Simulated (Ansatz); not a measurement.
# MgO: how the settings move a single-point run

Aim: see which settings change the result for MgO, by how much, and at what cost. The cell is built on a prototype (CsCl type) and needn't be the phase found in nature.

Computed with Ansatz 0.2.0 (reference: DFT, PBE, plane waves, PAW, unless a step's input says otherwise).

2 further runs of the same task are left out: 2 that didn't finish.

## (1) The starting structure

It takes space group Pm-3m (No. 221, cubic). The conventional cell has a = 2.623 Å, b = 2.623 Å, c = 2.623 Å, α = 90.00°, β = 90.00°, γ = 90.00°. Mg (site symmetry m-3m) is surrounded by 8 O at 2.27 Å. O (site symmetry m-3m) is surrounded by 8 Mg at 2.27 Å.

Coordinates:

```cif
data_structure
_symmetry_space_group_name_H-M 'P 1'
_symmetry_Int_Tables_number 1
_cell_length_a 2.6233
_cell_length_b 2.6233
_cell_length_c 2.6233
_cell_angle_alpha 90.000
_cell_angle_beta 90.000
_cell_angle_gamma 90.000
_cell_volume 18.05
loop_
_atom_site_label
_atom_site_type_symbol
_atom_site_fract_x
_atom_site_fract_y
_atom_site_fract_z
_atom_site_occupancy
Mg1 Mg 0.00000 0.00000 0.00000 1
O1 O 0.50000 0.50000 0.50000 1
```

## (2) The reference run

Contents of input.yaml:

```yaml
crystal:
  lattice:
    - [2.6233491285, 0.0, 0.0]
    - [0.0, 2.6233491285, 0.0]
    - [0.0, 0.0, 2.6233491285]
  atoms:
    - { symbol: Mg, position: [0.0, 0.0, 0.0] }
    - { symbol: O, position: [0.5, 0.5, 0.5] }
kpoints:
  mp_grid: { grid: [6, 6, 6] }
hamiltonian:
  xc: pbe
scf:
  occupations: { method: fixed }
  n_extra_bands: 4
output:
  forces: true
  stress: true
  eigenvalues: true
```

Started as:

```console
ansatz run input.yaml --threads 4 --pin off --max-ram 3686MiB --backend cpu --events-out ev --progress --plain --runs-dir out
```

## (3) Changing settings: occupations.method gaussian, occupations.width 0.5

input.yaml, as its differences from that of step 2:

```diff
@@ -13,3 +13,3 @@
 scf:
-  occupations: { method: fixed }
+  occupations: { method: gaussian, width: 0.5 }
   n_extra_bands: 4
```

## (4) Changing settings: ecutwfc 300

input.yaml, as its differences from that of step 2:

```diff
@@ -19 +19,3 @@
   eigenvalues: true
+basis:
+  ecutwfc: 300
```

## (5) Variant: dispersion d3bj

input.yaml, as its differences from that of step 2:

```diff
@@ -12,2 +12,3 @@
   xc: pbe
+  dispersion: d3bj
 scf:
```

## (6) Changed: xc mr2scan

input.yaml, as its differences from that of step 2:

```diff
@@ -11,3 +11,3 @@
 hamiltonian:
-  xc: pbe
+  xc: mr2scan
 scf:
```

## (7) Changed: mixing.ndim 30

input.yaml, as its differences from that of step 2:

```diff
@@ -15,2 +15,4 @@
   n_extra_bands: 4
+  mixing: { ndim: 30 }
+  max_iter: 91
 output:
```

## (8) Variant: xc_grid 1

input.yaml, as its differences from that of step 2:

```diff
@@ -19 +19,3 @@
   eigenvalues: true
+basis:
+  xc_grid: 1
```

What does the calculation give? Wanted: for each run, ending; energy change; pressure; gap; force.

**Answer**, as computed:

```tsv
run	ending	energy change	pressure (GPa)	gap (eV)	force (eV/Å)	cycles	time
reference	converged	0	6.2	2.64	0.00	6	0.37 s
1: occupations.method gaussian, occupations.width 0.5	converged	0.0 meV/atom (σ→0)	6.2	2.64	0.00	6	0.36 s
2: ecutwfc 300	converged	+215.5 meV/atom	5.8	2.62	0.00	6	0.3 s
3: dispersion d3bj	converged	-304.1 meV/atom (offset of the dispersion model)	0.7	2.64	0.00	6	0.37 s
4: xc mr2scan	converged	not comparable	0.0	3.49	0.00	6	0.7 s
5: mixing.ndim 30	converged	0.0 meV/atom	6.2	2.64	0.00	6	0.37 s
6: xc_grid 1	converged	0.0 meV/atom	6.2	2.64	0.00	6	0.36 s
```

Residual by cycle in the longest SCF loop of each run; runs are numbered as in the table. The quantity is the density residual dr2, in eV.

```tsv
cycle	reference	run 1	run 2	run 3	run 4	run 5	run 6
1	3.3e-4	3.2e-4	0.0177	3.3e-4	0.0129	3.3e-4	3.3e-4
2	6.3e-5	1.7e-4	0.00472	6.3e-5	0.00214	6.3e-5	6.3e-5
3	1.2e-6	2.1e-5	4.6e-4	1.2e-6	8.1e-5	1.2e-6	1.1e-6
4	6.3e-8	8.7e-7	3.3e-5	6.3e-8	1.2e-7	6.3e-8	3.2e-8
5	2.4e-8	1.4e-8	1.0e-6	2.4e-8	4.4e-8	2.4e-8	1.1e-8
6	3.1e-9	2.3e-10	4.7e-9	3.1e-9	5.5e-9	3.1e-9	5.9e-9
```

What this shows: Run 2 ran under the cutoff that the potentials recommend, as the log warns, so basis error is mixed into its values.
